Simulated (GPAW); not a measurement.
CdS in GPAW: convergence with basis set

Crystal: CdS.

```
CELL_PARAMETERS angstrom
4.26117 0.00000 0.00000
-2.13058 3.69028 0.00000
0.00000 0.00000 5.80417
ATOMIC_POSITIONS crystal
Cd 0.00000 0.00000 0.44269
S 0.66667 0.33333 0.43431
```

Measurements of this composition are mostly on another form, of space group No. 186.

```yaml
Program: GPAW 26.7.0
Task: convergence study
Functional: RPBE
Potentials_or_basis: the program's PAW data sets (release 1.2.1) made for this functional
Basis: lcao:sz(dzp)
Grid_spacing: 0.16 Å
k_mesh: 6 × 6 × 4
Occupations: fermi-dirac, width 0.05 eV
Spin: no spin polarisation
```

These are the settings of the first run; the series varies basis set, with any setting tied to it.

Hardware: 1 thread of Arm Neoverse V1 (shared host).

Q: The values tried are lcao:sz(dzp), lcao:szp(dzp), lcao:dz(dzp), lcao:dzp, fd, pw, loosest first. From which on does the gap on the mesh stay within 0.01 eV of the tightest run that finished?

A: From fd on.

| basis set | energy less the tightest run, at zero smearing (meV/atom) | largest force (eV/Å) | gap on the mesh (eV) | SCF cycles | CPU time (s) | peak memory (GiB) |
| --- | --- | --- | --- | --- | --- | --- |
| lcao:sz(dzp) | 666.74 | 0.012 | 1.623 | 8 | 23 | 0.21 |
| lcao:szp(dzp) | 503.10 | 0.016 | 1.626 | 9 | 42 | 0.22 |
| lcao:dz(dzp) | 503.01 | 0.025 | 1.738 | 8 | 33 | 0.21 |
| lcao:dzp | 376.46 | 0.028 | 1.714 | 9 | 57 | 0.22 |
| fd | -4.17 | 0.025 | 1.566 | 12 | 62 | 0.38 |
| pw | 0.00 | 0.001 | 1.566 | 10 | 21 | 0.19 |

Not settled before the last step: the energy (to 1 meV/atom), the largest force (to 0.005 eV/Å). The tightest run that finished is the yardstick and may itself not be fully converged.
